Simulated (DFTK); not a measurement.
Crystal: ZrB2.

```
Zr B
1.0
     3.17000    0.00000    0.00000
    -1.58500    2.74530    0.00000
     0.00000    0.00000    3.53300
Zr B
1 2
Cartesian
  0.0000 0.0000 0.0000
  1.5850 0.9151 1.7665
  0.0000 1.8302 1.7665
```

* Program: DFTK 0.8.2
* Task: single point
* Functional: PBEsol
* Potentials or basis: dojo.nc.sr.pbesol.v0_4_1.standard.upf (PBEsol)
* Cutoff: 1034 eV
* k mesh: 10 × 10 × 8
* Occupations: fermi-dirac, width 0.05 eV
* Spin: no spin polarisation

On this cell: pressure -3.7 GPa; largest force under 0.003 eV/Å; band gap on the k mesh none (metal or under the smearing width).

The same run follows on a disturbed copy (atoms moved at random, drawn with an rms of 0.05 Å):

```
CELL_PARAMETERS angstrom
3.17000 0.00000 0.00000
-1.58500 2.74530 0.00000
0.00000 0.00000 3.53300
ATOMIC_POSITIONS crystal
Zr 0.00055 0.02110 0.99126
B 0.65467 0.33004 0.49578
B 0.34214 0.66506 0.51411
```

Task: What changes?

Result: The energy (extrapolated to zero smearing) moves by +28.4 meV/atom; pressure -2.7 GPa; largest force 1.252 eV/Å; band gap on the k mesh none (metal or under the smearing width).

Forces in eV/Å, atoms in the order of the input:
```
Zr   0.375 -0.835  0.681
B    0.544  0.396  0.047
B   -0.919  0.439 -0.728
```

Stress tensor (GPa, compression positive):
```
-2.49  0.42  0.44
 0.42 -2.74 -0.71
 0.44 -0.71 -2.97
```
